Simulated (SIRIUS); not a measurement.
# TePb (Fm-3m) in SIRIUS: convergence with lmax of the augmentation, part 2 of 2

SIRIUS 7.12.0. The steps go on from the part before.

### 8 With lmax of the augmentation 14

Input file sirius.json:

```json
{
  "control": {
    "processing_unit": "cpu",
    "std_evp_solver_name": "lapack",
    "gen_evp_solver_name": "lapack",
    "verbosity": 2,
    "print_forces": true,
    "ortho_rf": true,
    "use_second_variation": true,
    "rmt_max": 3.0,
    "num_bands_to_print": 24,
    "save_wf": true
  },
  "parameters": {
    "electronic_structure_method": "full_potential_lapwlo",
    "xc_functionals": ["XC_LDA_X", "XC_LDA_C_PW"],
    "core_relativity": "dirac",
    "valence_relativity": "iora",
    "num_fv_states": 37,
    "smearing": "fermi_dirac",
    "smearing_width": 0.0018374661,
    "pw_cutoff": 20,
    "gk_cutoff": 3.4,
    "lmax_apw": 14,
    "lmax_rho": 8,
    "lmax_pot": 8,
    "num_mag_dims": 0,
    "auto_rmt": 0,
    "ngridk": [7, 7, 7],
    "shiftk": [0, 0, 0],
    "num_dft_iter": 80,
    "energy_tol": 1e-07,
    "density_tol": 1e-05,
    "use_symmetry": true
  },
  "settings": {"tol_ne": 1e-10},
  "iterative_solver": {"type": "exact"},
  "mixer": {"type": "anderson", "beta": 0.5, "max_history": 8},
  "unit_cell": {
    "lattice_vectors": [[0.0, 6.1057051087, 6.1057051087], [6.1057051087, 0.0, 6.1057051087], [6.1057051087, 6.1057051087, 0.0]],
    "atom_types": ["Pb", "Te"],
    "atom_files": {"Pb": "Pb.json", "Te": "Te.json"},
    "atoms": {"Pb": [[0.0, 0.0, 0.0]], "Te": [[0.5, 0.5, 0.5]]}
  }
}
```

Input file Pb.json:

```json
{
  "name": "lead",
  "symbol": "Pb",
  "number": 82,
  "mass": 207.2,
  "rmin": 1e-06,
  "rmt": 2.65,
  "nrmt": 800,
  "rinf": 17.22,
  "core": "1s2s2p3s3p3d4s4p4d",
  "valence": [
    {"basis": [{"enu": -0.04, "dme": 0, "n": 0, "auto": 0}, {"enu": -0.04, "dme": 1, "n": 0, "auto": 0}]},
    {"l": 0, "n": 1, "basis": [{"enu": -0.0473, "dme": 0, "n": 0, "auto": 0}]},
    {"l": 1, "n": 2, "basis": [{"enu": 0.06, "dme": 0, "n": 0, "auto": 0}]},
    {"l": 2, "n": 3, "basis": [{"enu": 0.06, "dme": 0, "n": 0, "auto": 0}]},
    {"l": 3, "n": 4, "basis": [{"enu": 0.06, "dme": 0, "n": 0, "auto": 0}]},
    {"l": 4, "n": 5, "basis": [{"enu": 0.06, "dme": 0, "n": 0, "auto": 0}]}
  ],
  "lo": [
    {
      "l": 0,
      "basis": [{"enu": -0.0473, "dme": 0, "n": 0, "auto": 0}, {"enu": -0.0473, "dme": 1, "n": 0, "auto": 0}]
    },
    {
      "l": 0,
      "basis": [{"enu": -5.0861, "dme": 0, "n": 5, "auto": 1}, {"enu": -5.0861, "dme": 1, "n": 5, "auto": 1}]
    },
    {
      "l": 0,
      "basis": [{"enu": -5.0861, "dme": 1, "n": 5, "auto": 1}, {"enu": -0.0473, "dme": 0, "n": 0, "auto": 0}]
    },
    {
      "l": 0,
      "basis": [{"enu": -0.0473, "dme": 0, "n": 0, "auto": 0}, {"enu": 2.231, "dme": 0, "n": 0, "auto": 0}]
    },
    {"l": 1, "basis": [{"enu": 0.06, "dme": 0, "n": 0, "auto": 0}, {"enu": 0.06, "dme": 1, "n": 0, "auto": 0}]},
    {
      "l": 1,
      "basis": [{"enu": -2.9546, "dme": 0, "n": 5, "auto": 1}, {"enu": -2.9546, "dme": 1, "n": 5, "auto": 1}]
    },
    {
      "l": 1,
      "basis": [{"enu": -2.9546, "dme": 1, "n": 5, "auto": 1}, {"enu": 0.06, "dme": 0, "n": 0, "auto": 0}]
    },
    {"l": 1, "basis": [{"enu": 0.06, "dme": 0, "n": 0, "auto": 0}, {"enu": 2.6801, "dme": 0, "n": 0, "auto": 0}]},
    {"l": 2, "basis": [{"enu": 0.06, "dme": 0, "n": 0, "auto": 0}, {"enu": 0.06, "dme": 1, "n": 0, "auto": 0}]},
    {
      "l": 2,
      "basis": [{"enu": -0.5887, "dme": 0, "n": 5, "auto": 1}, {"enu": -0.5887, "dme": 1, "n": 5, "auto": 1}]
    },
    {
      "l": 2,
      "basis": [{"enu": -0.5887, "dme": 1, "n": 5, "auto": 1}, {"enu": 0.06, "dme": 0, "n": 0, "auto": 0}]
    },
    {"l": 2, "basis": [{"enu": 0.06, "dme": 0, "n": 0, "auto": 0}, {"enu": 3.0219, "dme": 0, "n": 0, "auto": 0}]},
    {"l": 3, "basis": [{"enu": 0.06, "dme": 0, "n": 0, "auto": 0}, {"enu": 0.06, "dme": 1, "n": 0, "auto": 0}]},
    {
      "l": 3,
      "basis": [{"enu": -4.7174, "dme": 0, "n": 4, "auto": 1}, {"enu": -4.7174, "dme": 1, "n": 4, "auto": 1}]
    },
    {
      "l": 3,
      "basis": [{"enu": -4.7174, "dme": 1, "n": 4, "auto": 1}, {"enu": 0.06, "dme": 0, "n": 0, "auto": 0}]
    },
    {"l": 3, "basis": [{"enu": 0.06, "dme": 0, "n": 0, "auto": 0}, {"enu": 3.3637, "dme": 0, "n": 0, "auto": 0}]},
    {"l": 4, "basis": [{"enu": 0.06, "dme": 0, "n": 0, "auto": 0}, {"enu": 0.06, "dme": 1, "n": 0, "auto": 0}]},
    {"l": 4, "basis": [{"enu": 0.06, "dme": 0, "n": 0, "auto": 0}, {"enu": 2.7941, "dme": 0, "n": 0, "auto": 0}]}
  ],
  "free_atom": [... radial grid and density of the free atom, the start of the SCF ...]
}
```

Input file Te.json:

```json
{
  "name": "tellurium",
  "symbol": "Te",
  "number": 52,
  "mass": 127.6,
  "rmin": 1e-06,
  "rmt": 2.54,
  "nrmt": 800,
  "rinf": 14.28,
  "core": "1s2s2p3s3p3d",
  "valence": [
    {"basis": [{"enu": -0.04, "dme": 0, "n": 0, "auto": 0}, {"enu": -0.04, "dme": 1, "n": 0, "auto": 0}]},
    {"l": 0, "n": 1, "basis": [{"enu": -0.0591, "dme": 0, "n": 0, "auto": 0}]},
    {"l": 1, "n": 2, "basis": [{"enu": 0.06, "dme": 0, "n": 0, "auto": 0}]},
    {"l": 2, "n": 3, "basis": [{"enu": 0.06, "dme": 0, "n": 0, "auto": 0}]},
    {"l": 3, "n": 4, "basis": [{"enu": 0.06, "dme": 0, "n": 0, "auto": 0}]}
  ],
  "lo": [
    {
      "l": 0,
      "basis": [{"enu": -0.0591, "dme": 0, "n": 0, "auto": 0}, {"enu": -0.0591, "dme": 1, "n": 0, "auto": 0}]
    },
    {
      "l": 0,
      "basis": [{"enu": -5.7239, "dme": 0, "n": 4, "auto": 1}, {"enu": -5.7239, "dme": 1, "n": 4, "auto": 1}]
    },
    {
      "l": 0,
      "basis": [{"enu": -5.7239, "dme": 1, "n": 4, "auto": 1}, {"enu": -0.0591, "dme": 0, "n": 0, "auto": 0}]
    },
    {
      "l": 0,
      "basis": [{"enu": -0.0591, "dme": 0, "n": 0, "auto": 0}, {"enu": 2.4209, "dme": 0, "n": 0, "auto": 0}]
    },
    {"l": 1, "basis": [{"enu": 0.06, "dme": 0, "n": 0, "auto": 0}, {"enu": 0.06, "dme": 1, "n": 0, "auto": 0}]},
    {
      "l": 1,
      "basis": [{"enu": -3.906, "dme": 0, "n": 4, "auto": 1}, {"enu": -3.906, "dme": 1, "n": 4, "auto": 1}]
    },
    {"l": 1, "basis": [{"enu": -3.906, "dme": 1, "n": 4, "auto": 1}, {"enu": 0.06, "dme": 0, "n": 0, "auto": 0}]},
    {"l": 1, "basis": [{"enu": 0.06, "dme": 0, "n": 0, "auto": 0}, {"enu": 2.912, "dme": 0, "n": 0, "auto": 0}]},
    {"l": 2, "basis": [{"enu": 0.06, "dme": 0, "n": 0, "auto": 0}, {"enu": 0.06, "dme": 1, "n": 0, "auto": 0}]},
    {
      "l": 2,
      "basis": [{"enu": -1.2502, "dme": 0, "n": 4, "auto": 1}, {"enu": -1.2502, "dme": 1, "n": 4, "auto": 1}]
    },
    {
      "l": 2,
      "basis": [{"enu": -1.2502, "dme": 1, "n": 4, "auto": 1}, {"enu": 0.06, "dme": 0, "n": 0, "auto": 0}]
    },
    {"l": 2, "basis": [{"enu": 0.06, "dme": 0, "n": 0, "auto": 0}, {"enu": 3.284, "dme": 0, "n": 0, "auto": 0}]},
    {"l": 3, "basis": [{"enu": 0.06, "dme": 0, "n": 0, "auto": 0}, {"enu": 0.06, "dme": 1, "n": 0, "auto": 0}]},
    {"l": 3, "basis": [{"enu": 0.06, "dme": 0, "n": 0, "auto": 0}, {"enu": 2.757, "dme": 0, "n": 0, "auto": 0}]}
  ],
  "free_atom": [... radial grid and density of the free atom, the start of the SCF ...]
}
```

Input file sirius_start.json:

```json
{
  "control": {
    "processing_unit": "cpu",
    "std_evp_solver_name": "lapack",
    "gen_evp_solver_name": "lapack",
    "verbosity": 1,
    "print_forces": false,
    "ortho_rf": true,
    "use_second_variation": true,
    "rmt_max": 3.0,
    "num_bands_to_print": 24,
    "save_wf": false
  },
  "parameters": {
    "electronic_structure_method": "full_potential_lapwlo",
    "xc_functionals": ["XC_LDA_X", "XC_LDA_C_PW"],
    "core_relativity": "dirac",
    "valence_relativity": "iora",
    "num_fv_states": 37,
    "smearing": "fermi_dirac",
    "smearing_width": 0.0055123983,
    "pw_cutoff": 20,
    "gk_cutoff": 2.72,
    "lmax_apw": 14,
    "lmax_rho": 8,
    "lmax_pot": 8,
    "num_mag_dims": 0,
    "auto_rmt": 0,
    "ngridk": [3, 3, 3],
    "shiftk": [0, 0, 0],
    "num_dft_iter": 30,
    "energy_tol": 0.01,
    "density_tol": 0.05,
    "use_symmetry": true
  },
  "settings": {"tol_ne": 1e-10},
  "iterative_solver": {"type": "exact"},
  "mixer": {"type": "anderson", "beta": 0.5, "max_history": 8},
  "unit_cell": {
    "lattice_vectors": [[0.0, 6.1057051087, 6.1057051087], [6.1057051087, 0.0, 6.1057051087], [6.1057051087, 6.1057051087, 0.0]],
    "atom_types": ["Pb", "Te"],
    "atom_files": {"Pb": "Pb.json", "Te": "Te.json"},
    "atoms": {"Pb": [[0.0, 0.0, 0.0]], "Te": [[0.5, 0.5, 0.5]]}
  }
}
```

Run with:

```console
$ OMP_NUM_THREADS=1 sirius.scf --input=sirius_start.json --output=start.json
$ OMP_NUM_THREADS=1 sirius.scf --input=sirius.json --output=output.json --task=1
```

Wall time 97 s (1 thread of Arm Neoverse V2, shared host); peak memory 0.69 GiB.

Results (log left out):

| Quantity | Value |
| --- | --- |
| Free energy | -753979.9029 eV |
| All electrons inside the program's atomic spheres | Pb 79.92; Te 49.80 (radii Pb 2.65, Te 2.54 bohr) |

### 9 The series at a glance

| lmax of the augmentation | energy less the tightest run, at zero smearing (meV/atom) | SCF cycles | CPU time (s) | peak memory (GiB) |
| --- | --- | --- | --- | --- |
| 4 | -44.60 | 7 | 63 | 0.39 |
| 5 | -10.99 | 7 | 64 | 0.4 |
| 6 | -2.49 | 7 | 65 | 0.42 |
| 8 | -0.26 | 7 | 69 | 0.46 |
| 10 | -0.05 | 7 | 76 | 0.52 |
| 12 | 0.00 | 7 | 85 | 0.59 |
| 14 | 0.00 | 7 | 97 | 0.69 |

Against the tightest run, the energy stays within 1 meV/atom from 8 on. The tightest run that finished is the yardstick and may itself not be fully converged.
